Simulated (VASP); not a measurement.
# Pd (P-1) in VASP: single point with PBEsol

Aim: the single point of Pd with PBEsol.

Everything below comes from runs of VASP 6.6.1. Logs are shortened: lines on timing, memory, paths and dates and some standing lists are left out, and cuts for length are marked.

### Step 1. The crystal as given

The typed cell holds 1 atom: a = 2.729 Å, b = 2.637 Å, c = 2.781 Å, α = 108.45°, β = 109.87°, γ = 109.70°.

This isn't the form of Pd at room conditions, which is fcc.

### Step 2. Single point, PBEsol

File INCAR:

```
  PREC = Accurate
  ENCUT = 520
  EDIFF = 1E-6
  ISMEAR = -1
  SIGMA = 0.15
  LREAL = False
  LASPH = True
  NELM = 100
  ALGO = Fast
  ISIF = 2
  LWAVE = False
  LCHARG = True
  GGA = PS
  LELF = True
  LVHAR = True
  NBANDS = 11
```

File KPOINTS:

```
Automatic mesh
0
Gamma
  8 8 8
```

File POSCAR:

```
Pd
1.0
   -1.5817500000      1.5603700000      1.5849300000
    1.5219100000     -1.5401300000      1.5048500000
    1.6462600000      1.6046400000     -1.5646900000
Pd
1
Direct
    0.0000000000      0.0000000000      0.0000000000
```

Potentials or basis: VASP PAW PBE potentials, release 64 (Pd).

Command:

```sh
cat potpaw_PBE.64/Pd/POTCAR > POTCAR
mpirun -np 1 vasp_std > vasp.out
```

OUTCAR:

```text
PREC = Accurate
   ENCUT = 520
   EDIFF = 1E-6
   ISMEAR = -1
   LREAL = False
   LASPH = True
   NELM = 100
   ISIF = 2
   GGA = PS

 ion  position               nearest neighbor table
   1  0.000  0.000  0.000-

  LATTYP: Found a triclinic cell.
 ALAT       =     4.3877350025
 B/A-ratio  =     0.6009508834
 C/A-ratio  =     1.0279160736
 COS(alpha) =     0.0088166878
 COS(beta)  =     0.5120656693
 COS(gamma) =     0.8105833668

  Lattice vectors:

 A1 = (  -3.1036600000,   3.1005000000,   0.0800800000)
 A2 = (  -1.5219100000,   1.5401300000,  -1.5048500000)
 A3 = (  -3.2280100000,  -0.0442700000,   3.1496200000)

Analysis of symmetry for initial positions (statically):
=====================================================================
 Subroutine PRICEL returns:
 Original cell was already a primitive cell.

 Routine SETGRP: Setting up the symmetry group for a
 triclinic supercell.

 Subroutine GETGRP returns: Found  2 space group operations
 (whereof  2 operations were pure point group operations)
 out of a pool of  2 trial point group operations.

The static configuration has the point symmetry S_2 .

Analysis of symmetry for dynamics (positions and initial velocities):
=====================================================================
 Subroutine PRICEL returns:
 Original cell was already a primitive cell.

 Routine SETGRP: Setting up the symmetry group for a
 triclinic supercell.

 Subroutine GETGRP returns: Found  2 space group operations
 (whereof  2 operations were pure point group operations)
 out of a pool of  2 trial point group operations.

The dynamic configuration has the point symmetry S_2 .

 Subroutine INISYM returns: Found  2 space group operations
 (whereof  2 operations are pure point group operations),
 and found     1 'primitive' translations

----------------------------------------------------------------------------------------

                                     Primitive cell

  volume of cell :      15.4782

  direct lattice vectors                    reciprocal lattice vectors
    -1.581750000  1.560370000  1.584930000    -0.000317639  0.313904729  0.321585213
     1.521910000 -1.540130000  1.504850000     0.322048143 -0.008674015  0.329941589
     1.646260000  1.604640000 -1.564690000     0.309409987  0.309622948  0.003964142

[... 84 lines left out ...]
   NSW    =      0    number of steps for IOM
   IBRION =     -1    ionic relax: 0-MD 1-quasi-New 2-CG
   NFREE  =      0    steps in history (QN), initial steepest desc. (CG)
   ISIF   =      2    stress and relaxation
   ISYM   =      2    0-nonsym 1-usesym 2-fastsym
   POTIM  = 0.5000    time-step for ionic-motion
   TEBEG  =    0.0;   TEEND  =   0.0 temperature during run
   PSTRESS=    0.0 pullay stress
   NELECT =      10.0000    total number of electrons
   NUPDOWN=      -1.0000    fix difference up-down
   EMIN   =  10.00;   EMAX   =-10.00  energy-range for DOS
   EFERMI =   0.00;   METHOD = LEGACY
   ISMEAR =    -1;   SIGMA  =   0.15  broadening in eV -4-tet -1-fermi 0-gaus
   EFERMI_NEDOS =   21; number of points for ismear=-14 and -15
   IALGO  =     68    algorithm
   IMIX   =      4    mixing-type and parameters
     AMIX     =   0.40;   BMIX     =  1.00
     AMIX_MAG =   1.60;   BMIX_MAG =  1.00
  volume/ion in A,a.u.               =      15.48       104.45
  Fermi-wavevector in a.u.,A,eV,Ry     =   1.415254  2.674442 27.251699  2.002943
  Thomas-Fermi vector in A             =   2.536711
   LORBIT       =      0    0 simple, 1 ext, 2 COOP (PROOUT), +10 PAW based schemes
   GGA     = PS    functional components
   LHFCALC =     F    Hartree Fock is set to
   AEXX    =    0.0000 exact exchange contribution
   IVDW    =     0    specifies the selected vdW correction
   LEPSILON=     F    determine dielectric tensor
   LRPA    =     F    only Hartree local field effects (RPA)
 non-spin polarized calculation
 RMM-DIIS sequential band-by-band and
  energy-cutoff  :      520.00
  volume of cell :       15.48
 maximum number of plane-waves:       429
   NGX = 11   NGY =  9   NGZ = 11

 number of electron      10.0000001 magnetization

 Free energy of the ion-electron system (eV)
  ---------------------------------------------------
  ext. energy  EPLUGINS =         0.00000000
  ---------------------------------------------------
  free energy    TOTEN  =        -5.89686377 eV

  energy without entropy =       -5.79108372  energy(sigma->0) =       -5.84397375

 E-fermi :   8.8407     XC(G=0): -13.0766

 val. band max:        8.8379054226   @ k =   0.5000  -0.3750   0.2500
 cond. band min:       8.8545024355   @ k =  -0.1250   0.5000   0.3750
 fundamental gap:      0.0165970128
 Fermi energy:         8.8407499781

 k-point     1 :       0.0000    0.0000    0.0000
  band No.  band energies     occupation
      1       1.9666      2.00000
      2       5.6883      2.00000
      3       6.0859      2.00000
      4       6.3768      2.00000
      5       7.8778      1.99675
      6       8.0617      1.98896
      7      27.3610      0.00000
      8      28.1647      0.00000
      9      28.5423      0.00000
     10      35.9793      0.00000
     11      36.0724      0.00000
[... 309 lines left out ...]
 k-point    24 :       0.2500    0.3750    0.0000
  band No.  band energies     occupation
      1       4.7393      2.00000
      2       5.3465      2.00000
      3       6.4245      2.00000
      4       7.8368      1.99752
      5       8.3142      1.94197
      6      14.7918      0.00000
      7      16.9864      0.00000
      8      19.1218      0.00000
      9      25.0851      0.00000
     10      31.6248      0.00000
     11      33.0994      0.00000

 [... further k-points ...]

------------------------ aborting loop because EDIFF is reached ----------------------------------------

  FORCE on cell =-STRESS in cart. coord.  units (eV):
  Direction    XX          YY          ZZ          XY          YZ          ZX
  --------------------------------------------------------------------------------------
  -------------------------------------------------------------------------------------
  Total       -0.7554080     -0.7397788     -0.8069676     -0.4261345     -0.1902715      0.3785406
  in kB      -78.1935074    -76.5756986    -83.5305217    -44.1098669    -19.6953062     39.1833483
  external PRESSURE =     -79.4332425 kB  Pullay stress =       0.0000000 kB

 VOLUME and BASIS-vectors are now :
 -----------------------------------------------------------------------------
  energy-cutoff  :      520.00
  volume of cell :       15.48
      direct lattice vectors                 reciprocal lattice vectors
    -1.581750000  1.560370000  1.584930000    -0.000317639  0.313904729  0.321585213
     1.521910000 -1.540130000  1.504850000     0.322048143 -0.008674015  0.329941589
     1.646260000  1.604640000 -1.564690000     0.309409987  0.309622948  0.003964142

 POSITION                                       TOTAL-FORCE (eV/Angst)
 -----------------------------------------------------------------------------------
      0.00000      0.00000      0.00000        -0.000000      0.000000      0.000000
 -----------------------------------------------------------------------------------
    total drift:                                0.000000     -0.000000      0.000000

  FREE ENERGIE OF THE ION-ELECTRON SYSTEM (eV)
  ---------------------------------------------------
  free  energy   TOTEN  =        -5.8968637668 eV

  energy  without entropy=       -5.7910837247  energy(sigma->0) =       -5.84397375
```

OSZICAR:

```text
N       E                     dE             d eps       ncg     rms          rms(c)
DAV:   1     0.416961633447E+02    0.41696E+02   -0.51178E+03  5736   0.848E+02
DAV:   2    -0.568056846288E+01   -0.47377E+02   -0.45858E+02  6446   0.180E+02
DAV:   3    -0.624006298448E+01   -0.55949E+00   -0.55808E+00  6874   0.211E+01
DAV:   4    -0.624267090413E+01   -0.26079E-02   -0.26076E-02  6855   0.151E+00
DAV:   5    -0.624270075250E+01   -0.29848E-04   -0.29848E-04  7229   0.144E-01    0.733E+00
RMM:   6    -0.591022510675E+01    0.33248E+00   -0.47337E-01  5956   0.631E+00    0.328E+00
RMM:   7    -0.590068053914E+01    0.95446E-02   -0.81754E-03  6601   0.103E+00    0.179E+00
RMM:   8    -0.589686719247E+01    0.38133E-02   -0.11838E-03  6978   0.339E-01    0.928E-02
RMM:   9    -0.589685774820E+01    0.94443E-05   -0.14192E-04  7686   0.991E-02    0.232E-02
RMM:  10    -0.589686257928E+01   -0.48311E-05   -0.36984E-05  7568   0.456E-02    0.726E-03
RMM:  11    -0.589686358349E+01   -0.10042E-05   -0.12321E-05  7449   0.237E-02    0.798E-03
RMM:  12    -0.589686376676E+01   -0.18326E-06   -0.29172E-06  6040   0.124E-02
   1 F= -.58968638E+01 E0= -.58439737E+01  d E =-.105780E+00
```

stdout:

```text
POSCAR found type information on POSCAR Pd
 POSCAR found :  1 types and       1 ions
 scaLAPACK will be used
 -----------------------------------------------------------------------------
|                                                                             |
|                                                                             |
|     You enforced a specific xc type in the INCAR file but a different       |
|     I HOPE YOU KNOW WHAT YOU ARE DOING!                                     |
|                                                                             |
 -----------------------------------------------------------------------------

 LDA part: xc-table for (Slater+PW92), standard interpolation
 POSCAR, INCAR and KPOINTS ok, starting setup
 FFT: planning ... GRIDC
 FFT: planning ... GRID_SOFT
 FFT: planning ... GRID
 WAVECAR not read
 entering main loop
```

It took 24 s on 1 thread of Intel Xeon Platinum 8559C (Emerald Rapids), shared host; peak memory 0.16 GiB.

Results:

* Free energy: -5.8969 eV
* Pressure: -7.9 GPa
* Band gap on the k mesh: none (metal or under the smearing width)

Stress tensor (GPa, compression positive):
```
-7.82 -4.41  3.92
-4.41 -7.66 -1.97
 3.92 -1.97 -8.35
```

Levels at points of the mesh, in eV from the Fermi level:
| k point | band 3 | band 4 | band 5 | band 6 | band 7 | band 8 |
| --- | --- | --- | --- | --- | --- | --- |
| (0.00, 0.00, 0.00) | -2.75 | -2.46 | -0.96 | -0.78 | 18.52 | 19.32 |
| (0.50, 0.00, 0.00) | -0.87 | -0.57 | 0.52 | 1.35 | 7.44 | 14.52 |
| (0.00, 0.50, 0.00) | -1.02 | -0.76 | 0.65 | 1.73 | 8.05 | 14.56 |
| (0.50, 0.50, 0.00) | -1.17 | -0.89 | 0.63 | 1.58 | 7.82 | 14.89 |
| (0.00, 0.00, 0.50) | -1.00 | -0.59 | 0.42 | 1.01 | 6.87 | 15.26 |
| (0.50, 0.00, 0.50) | -0.83 | -0.50 | 0.45 | 1.18 | 7.15 | 14.91 |
| (0.00, 0.50, 0.50) | -0.96 | -0.68 | 0.57 | 1.56 | 7.78 | 14.77 |
| (0.50, 0.50, 0.50) | -0.04 | 0.14 | 0.46 | 8.73 | 8.74 | 9.49 |

Caveat: the k mesh is coarse (spacing up to 0.36 Å⁻¹), so the values aren't converged; the PAW data sets were made with another functional, which shifts forces and pressure a little.
